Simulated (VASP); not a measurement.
# Mesh, vacuum, cutoff and functional for a single sheet of TiTe2, part 2 of 2

Wanted: the error that each setting leaves in the work function or ionisation potential of a single sheet of TiTe2.

VASP 6.6.1, plane waves and PAW; the level of theory is named at each step.

So far, highest filled level below the vacuum (eV): step 2 (the base run, PBEsol) 4.99; step 11 (a lower cutoff, ENCUT 210, PBEsol) 4.99; step 13 (another smearing width, SIGMA 0.02, PBEsol) 4.97; step 14 (another smearing width, SIGMA 0.4, PBEsol) 5.04; step 15 (another level, functional LDA, disp none) 5.20.

## 17. Another level, functional RPBE, disp none

This step: RPBE, no spin polarisation; plane waves and PAW (Te, Ti) (VASP 6.6.1).

Contents of INCAR:

```
SYSTEM = TiTe2
PREC = Normal
ENCUT = 350
EDIFF = 1E-06
NELM = 120
ISMEAR = 0
SIGMA = 0.05
LREAL = .FALSE.
ALGO = Normal
GGA = RP
NBANDS = 14
LASPH = .TRUE.
LORBIT = 11
LWAVE = .FALSE.
LCHARG = .FALSE.
KPAR = 4
IDIPOL = 3
LDIPOL = .TRUE.
DIPOL = 0.5 0.5 0.5
LVHAR = .TRUE.
LVACPOTAV = .TRUE.
```

Contents of POSCAR:

```
TiTe2
1.0
    3.7770000000      0.0000000000      0.0000000000
   -1.8885000000      3.2709779500      0.0000000000
    0.0000000000      0.0000000000     18.4153488000
Te Ti
2 1
Direct
    0.6666666670      0.3333333330      0.5927310370
    0.3333333330      0.6666666670      0.4072689630
    0.0000000000      0.0000000000      0.5000000000
```

Contents of KPOINTS:

```
Automatic mesh
0
Gamma
9 9 1
0 0 0
```

Potentials, in the order of the species: Te and Ti (PBE family, release 64).

Started as:

```console
> mpirun -np 4 vasp_std
```

It took 11 s on 4 MPI ranks of Intel Xeon Platinum 8259CL at 2.50GHz (Skylake/Cascade Lake), shared host; peak memory 0.7 GiB.

Against the base run its depth below the vacuum changes by -0.18 eV.

## 18. Another level, functional optB88-vdW, disp nonlocal

This step: optB88-vdW, no spin polarisation; plane waves and PAW (Te, Ti) (VASP 6.6.1).

INCAR, as its differences from that of step 17:

```diff
@@ -9,5 +9,9 @@
 ALGO = Normal
-GGA = RP
+GGA = BO
+AGGAC = 0
+LUSE_VDW = .TRUE.
+PARAM1 = 0.1833333333
+PARAM2 = 0.22
+LASPH = .TRUE.
 NBANDS = 14
-LASPH = .TRUE.
 LORBIT = 11
```

POSCAR is that of step 17.

KPOINTS is that of step 17.

Started as:

```console
> mpirun -np 4 vasp_std
```

Wall time 91 s (4 MPI ranks); peak memory 1.4 GiB.

Against the base run its depth below the vacuum changes by +0.16 eV.

## 19. Another level, functional r2SCAN, disp none

This step: r2SCAN, no spin polarisation; plane waves and PAW (Te, Ti) (VASP 6.6.1).

INCAR, as its differences from that of step 18:

```diff
@@ -9,7 +9,3 @@
 ALGO = Normal
-GGA = BO
-AGGAC = 0
-LUSE_VDW = .TRUE.
-PARAM1 = 0.1833333333
-PARAM2 = 0.22
+METAGGA = R2SCAN
 LASPH = .TRUE.
```

POSCAR is that of step 18.

KPOINTS is that of step 18.

Started as:

```console
> mpirun -np 4 vasp_std
```

The job ended after 29 s (4 MPI ranks; peak memory 0.68 GiB).

Against the base run its depth below the vacuum changes by +0.03 eV.

## 20. Side by side

Times are for 4 MPI ranks of Intel Xeon Platinum 8259CL at 2.50GHz (Skylake/Cascade Lake), shared host. The runs compared:

```csv
no.,functional,highest filled level below the vacuum (eV),time,memory (GiB)
1,LDA,5.197,8 s,0.6
2,PBE,4.912,9.8 s,0.68
3,RPBE,4.806,11 s,0.7
4,optB88-vdW,5.147,91 s,1.4
5,r2SCAN,5.014,29 s,0.68
```

## 21. With spin orbit coupling

This step: PBEsol, spin-orbit coupling, no spin polarisation; plane waves and PAW (Te, Ti) (VASP 6.6.1).

For heavy elements spin-orbit coupling shifts the highest filled levels.

INCAR, as its differences from that of step 19:

```diff
@@ -9,5 +9,10 @@
 ALGO = Normal
-METAGGA = R2SCAN
+GGA = PS
+LNONCOLLINEAR = .TRUE.
+MAGMOM = 0 0 0 0 0 0 0 0 0
+NBANDS = 28
+GGA_COMPAT = .FALSE.
 LASPH = .TRUE.
-NBANDS = 14
+LSORBIT = .TRUE.
+LMAXMIX = 4
 LORBIT = 11
```

POSCAR is that of step 19.

KPOINTS is that of step 19.

Started as:

```console
> mpirun -np 4 vasp_ncl
```

Elapsed: 40 s, on 4 MPI ranks; peak memory 1.4 GiB.

Numbers from this step:

```
electronic cycles                          : 26
free energy (TOTEN)                        : -17.47 eV
energy at zero smearing                    : -17.47 eV
Fermi energy                               : -1.283 eV
vacuum levels                              : 3.669, 3.669 eV
work functions of the upper and lower face : 4.952, 4.952 eV
highest filled level below the vacuum      : 4.952 eV
```

Against the base run its depth below the vacuum changes by -0.04 eV.

## 22. Cost and result by level

Times are for 4 MPI ranks of Intel Xeon Platinum 8259CL at 2.50GHz (Skylake/Cascade Lake), shared host. The runs compared:

```csv
no.,run,electronic cycles,bands,free energy (TOTEN) (eV),highest filled level below the vacuum (eV),time,memory (GiB)
1,base run,25,14,-17.25,4.989,10 s,0.68
2,series over the cutoff,25,14,-17.26,4.989,7 s,0.53
3,series over the cutoff,24,14,-17.25,4.989,7.6 s,0.59
4,series over the smearing,25,14,-17.25,4.973,11 s,0.67
5,series over the smearing,23,14,-17.31,5.04,11 s,0.68
6,with spin orbit coupling,26,28,-17.47,4.952,40 s,1.4
```

## 23. All runs together

This step: slab, study of settings, base PBEsol; plane waves and PAW (VASP 6.6.1).

This step runs nothing: it gathers the runs above.

This step gave:

* highest filled level below the vacuum: 4.989 eV

Energies of other functionals are not comparable and are left out. All runs:

```csv
change from the base run,level below the vacuum (eV),shift (eV),energy change (meV/atom),core seconds
base,4.989,0,0,40.8
mesh 3 x 3,4.923,-0.066,63.4,27.2
mesh 6 x 6,5.059,0.07,4.7,38.4
mesh 12 x 12,4.999,0.01,-0.9,56
vacuum 5 A,-,-,12.1,20
vacuum 8 A,4.944,-0.045,0.8,26.4
vacuum 24 A,4.99,0.001,0.1,61.6
cutoff 210 eV,4.989,0,-0.3,28
cutoff 280 eV,4.989,0,0,30.4
smearing 0.02 eV,4.973,-0.016,0.2,44.8
smearing 0.4 eV,5.04,0.051,0.1,42.4
LDA,5.197,0.207,-,32
PBE,4.912,-0.077,-,39.2
RPBE,4.806,-0.183,-,42.4
optB88-vdW,5.147,0.157,-,364
r2SCAN,5.014,0.025,-,116
spin-orbit coupling,4.952,-0.037,-,160
```

## 24. What came out

```json
{
  "highest filled level below the vacuum": "4.99 eV"
}
```

**Reading.** The base run puts the highest filled level 4.99 eV below the vacuum at the upper face. Among the meshes tried the largest shift is 0.07 eV (mesh 6 x 6, at 0.94 times the cost). Among the vacuum widths the largest shift is -0.04 eV (vacuum 8 A, at 0.65 times the cost). The lower cutoffs shift it by about 0.01 eV or less. Among the smearing widths the largest shift is 0.05 eV (smearing 0.4 eV, at 1.0 times the cost). With vacuum 5 A the program printed no vacuum level, so no level is given there, and the line on vacuum widths holds for the others alone. The functionals span 0.39 eV, from RPBE to LDA. The program warns that it found no field-free region at its default tolerance, also in runs whose level could not be checked against a flat part of the potential; that adds doubt to those levels. The thickness of the slab was not varied, and the small cell can't reconstruct. Costs come from a shared host, and the base run also writes a finer density of states, so small ratios mean little. All runs hold the atoms as cut and share one family of PAW data sets, so relaxation and each functional's own lattice are left out.

[Lines on the potential files, build, host, timing and source positions are cut from VASP's logs without a mark.]

[Logs are printed without paths, hosts, clocks, repeated set-up lines and the standing remarks that a program may print on its own settings, such as how far it seeks lower states.]

[Hosts, paths, dates, database ids (printed as entryN), source tags and the programs' standing remarks are cut or masked in the printed files.]

[In band tables of VASP the shares of atoms and orbitals are scaled to a sum of 1 inside the atoms' spheres.]

[Runs that stopped without an error message from VASP are left out.]
